**Q:** I want the volume at which PtS₂ is free of pressure in HSE06. The table has a pressure for every volume, so I would join the two rows on either side of zero and read off the crossing. Is that safe?

Bulk PtS₂ in HSE06 without a dispersion term, calculated with Ansatz 0.2.0 (plane waves with PAW, cutoff 420 eV, 6 × 6 × 4 k mesh, no spin polarisation or spin–orbit coupling). The atoms are held at positions relaxed with r2SCAN-rVV10 in each cell. Pressure and stress are positive in compression.

| volume (Å³/atom) | c/a | shortest distance (Å) | pressure (GPa) | stress xx (GPa) | stress zz (GPa) |
| --- | --- | --- | --- | --- | --- |
| 15.856 | 1.4420 | 2.340 | 16.000 | 20.600 | 6.900 |
| 16.063 | 1.4420 | 2.344 | 14.300 | 18.400 | 6.000 |
| 17.204 | 1.4420 | 2.364 | 6.200 | 8.100 | 2.400 |
| 18.297 | 1.4420 | 2.383 | 0.600 | 0.700 | 0.300 |
| 18.664 | 1.4420 | 2.389 | -1.000 | -1.400 | -0.100 |
| 18.730 | 1.4470 | 2.390 | -1.000 | -1.400 | -0.200 |
| 18.844 | 1.4419 | 2.392 | -1.600 | -2.300 | -0.300 |
| 18.923 | 1.4420 | 2.394 | -1.900 | -2.700 | -0.400 |
| 20.965 | 1.4419 | 2.428 | -7.700 | -10.800 | -1.500 |
| 21.068 | 1.4420 | 2.430 | -7.900 | -11.100 | -1.600 |

**A:** Read it off, and then hold it against the total energies of the same calculations. If the pressure P is the slope of the energy curve, P = −dE/dV, the energy E has to be lowest at the volume V where the pressure vanishes.

**Q:** The crossing comes out at 18.4 Å³/atom. But the energy doesn't turn there. From 18.664 to 18.923 Å³/atom the pressure is negative throughout, so the energy should rise, by about 7 meV per cell of three atoms. It falls by 2.7 meV instead.

**A:** So near the minimum even the sign is wrong. A few meV are a narrow basis for a judgement, though, so take a wider interval as well. From 17.204 to 18.923 the energy falls by 0.124 eV, while the cell grows by 3 × (18.923 − 17.204) = 5.16 Å³. With 1 eV/Å³ = 160.2 GPa, that slope is a pressure of 3.9 GPa.

**Q:** And the pressure column, averaged over the same interval with straight lines between the rows, gives 1.9 GPa. That is 2 GPa too low. Is it a local accident?

**A:** No. Below this interval the column is too low by 2.1 GPa, and above it by 1.6 GPa. An offset that stays so even from strong compression to strong expansion doesn't look like scatter. It looks like one contribution to the energy that the stress leaves out at every volume.

**Q:** Could it come from the lopsided stress? In the first row, stress xx is three times stress zz.

**A:** Apart from row 18.730, to which we shall return, all edges are stretched by the same factor. For such a stretch the work is set by the mean of the three stresses, and that mean is the pressure in the table. Ask instead what the atoms do while the cell grows.

**Q:** They move apart with it, I suppose.

**A:** That is what the stress supposes too. It is the answer to a precise question: how does the energy change if the cell is stretched and every atom keeps its fractional position? In these cells the atoms don't keep it. They were relaxed afresh at each volume, and you can see the result in the shortest distance, which is the Pt–S bond. Between the first row and the last, the in-plane edge a grows by 9.9%, but the bond by only 3.8%.

**Q:** How can the bond lag so far behind the cell?

**A:** Picture a sulfur atom sitting above a triangle of three platinum atoms. When the triangle widens, a stiff bond can keep most of its length if the sulfur sinks towards the platinum plane. The geometry is

t = 2 √(d² − a²/3),

where d is the Pt–S distance and t the thickness of one S–Pt–S layer. The edge a follows from the volume and c/a. The layer thins from 2.61 to 2.32 Å while the cell gets taller, and the empty space between the layers takes up the difference.

**Q:** But if the atoms are relaxed, their movement costs no energy to first order. A force of zero does no work.

**A:** That is the right theorem, and it shows where the trouble lies. The atoms were relaxed with another functional, r2SCAN-rVV10. HSE06 prefers other positions, and it leaves a force of 0.36 to 0.40 eV/Å on each sulfur, at right angles to the layer, in every row. When the sulfur atoms shift within the cell from one volume to the next, this force does work. The stress contains none of it.

**Q:** Can we work out how much?

**A:** Yes, from the geometry and the forces alone. Write F for the size of the force on one sulfur atom and c for the height of the cell. If the force points towards the platinum plane, the energy balance between two rows is

ΔE = −P ΔV + F c Δ(t/c).

The fraction t/c appears because only the movement relative to the stretching cell counts. Each of the two sulfur atoms covers half of the change in thickness, so F enters once.

**Q:** Let me do it for 17.204 to 18.923 Å³/atom. The thickness goes from 2.533 to 2.438 Å and the height from 4.986 to 5.146 Å, so t/c drops from 0.508 to 0.474. Times a mean height of 5.07 Å, that is a relative thinning of 0.17 Å. With F = 0.38 eV/Å, the work lowers the energy by about 0.066 eV.

**A:** Now turn it into a pressure.

**Q:** 0.066 eV over 5.16 Å³ is 2.0 GPa. That is the whole offset.

**A:** The other two intervals come out at 2.2 and 1.9 GPa, so the estimate also follows the slow decline of the offset. The offset is nearly constant because its two ingredients are. The force measures how far the two functionals disagree about the sulfur position, which changes little with volume, and the layer thins at a fairly steady rate.

**Q:** You assumed that the force points inwards. Do we know that?

**A:** We infer it from the balance. An outward force of the same size would raise the energy along this path and double the disagreement instead of removing it. So the energies were used to choose the direction, and the size is the part that was really tested. Over the full range, the work of the forces is about 10% larger than the energy that the stress leaves unexplained.

**Q:** Where does the 10% come from?

**A:** Essentially from the averaging. The pressure falls less and less steeply as the cell grows, so straight lines between distant rows run above the true curve and make the offset look too small. The running balance shows it. The mismatch stays near 8 meV from 18.297 to 18.923 Å³/atom, where the rows lie close together, and jumps to 19 meV across the single wide step to 20.965. An incomplete plane-wave basis is expected to lower the pressure and enlarge the offset, which is the wrong direction for this excess. The stress is loosely converged, but little is left for that to explain.

**Q:** Then what about row 18.730? It has a different c/a.

**A:** It is the unstrained cell at 18.664 with only its height stretched, by 0.018 Å. That makes it a separate test, on a different path. What does stress zz lead you to expect?

**Q:** It is slightly negative in both rows, so the cell is under a little tension along c. Stretching it should cost energy, though hardly any.

**A:** The energy goes down by 2.7 meV. To explain that by stress alone, you would need a compression of about 2 GPa along c, where the table has a tension of 0.1 to 0.2 GPa. Now suppose that the layer keeps its thickness while the cell gets taller. The forces on the sulfur atoms then account for a lowering of 3.2 meV. Sign and size are right, and I would claim no more than that, because one unit in the last digit of the Pt–S distance is worth about half of this energy. The table does change by that one unit, from 2.389 to 2.390 Å, and taken at face value it would give 1.8 meV instead.

**Q:** So a stress zz near zero doesn't mean that the crystal is content with its height?

**A:** Not while forces remain on the atoms. Split a uniform stretch of c by 1% into two steps. First thicken the layer by 1% in a cell of fixed height, which works against the inward forces and costs 9 meV. Then make the cell taller at fixed thickness, which only moves the layers apart. Stress zz puts the cost of both steps together at well under 1 meV, so the second step must give back nearly all that the first one took.

**Q:** The layers gain energy by moving apart? I thought they attracted each other.

**A:** In the real crystal they do, mainly through dispersion, the attraction between fluctuating charges. At the natural spacing it balances the repulsion between the filled sulfur shells that face each other across the gap. The cells come from a functional that includes dispersion, so they have roughly that spacing. HSE06 was used here without a dispersion term. Take the attraction away, keep the spacing, and the repulsion is left.

**Q:** Do the numbers prove that?

**A:** They show that separating the layers lowers the HSE06 energy. That the absent dispersion is the reason is an argument from well-known physics. HSE06 with a dispersion term in the same cells would put it to the test. In the unstrained cell the same push also drives each sulfur atom back towards its own platinum plane. What the second step gives back over 1% of c amounts to about 0.17 eV/Å, a little under half of the inward force. That share should not be carried to other volumes, because the gap grows from 2.243 to 3.015 Å along the series while the force hardly changes.

**Q:** Then I should trust the energies and take their minimum as the equilibrium volume?

**A:** The energies are right for this path, and among the uniformly stretched cells the lowest is at 18.923 Å³/atom. There the pressure column reads −1.9 GPa, which is just what an offset of 2 GPa requires. But the path itself was laid out by another functional, which fixed both c/a and the sulfur positions. Free to relax, HSE06 would thin the layers and, without dispersion, move them apart. Neither the crossing nor this minimum is its equilibrium volume.

**Q:** What should I do the next time I get such a table?

**A:** Look at the forces before you use the pressures. If they are sizeable, compare an energy difference over a wide interval with the mean pressure in it. A steady offset suggests that the atoms move along a force which the stress doesn't count. An incomplete plane-wave basis is expected to give a steady offset as well, with the pressure too low, so work out the force term and see whether it matches in size, as it does here. The cure is to relax the atoms in each cell with the same functional that supplies the stress. For a layered crystal like this one, that functional also needs a description of dispersion.

**Q:** Would rock salt have the same problem?

**A:** No. In rock salt symmetry fixes every atom, so no force can remain and no atom can shift within the cell. You could take the cells from any functional, and stress and energy slope would still agree, apart from basis and convergence errors. The trouble needs a coordinate that symmetry leaves free, such as the height of sulfur above the platinum plane. If the atoms shift in the direction of the leftover force as the cell expands, the stress gives too low a pressure, as it does here. If they shift against it, the pressure comes out too high.
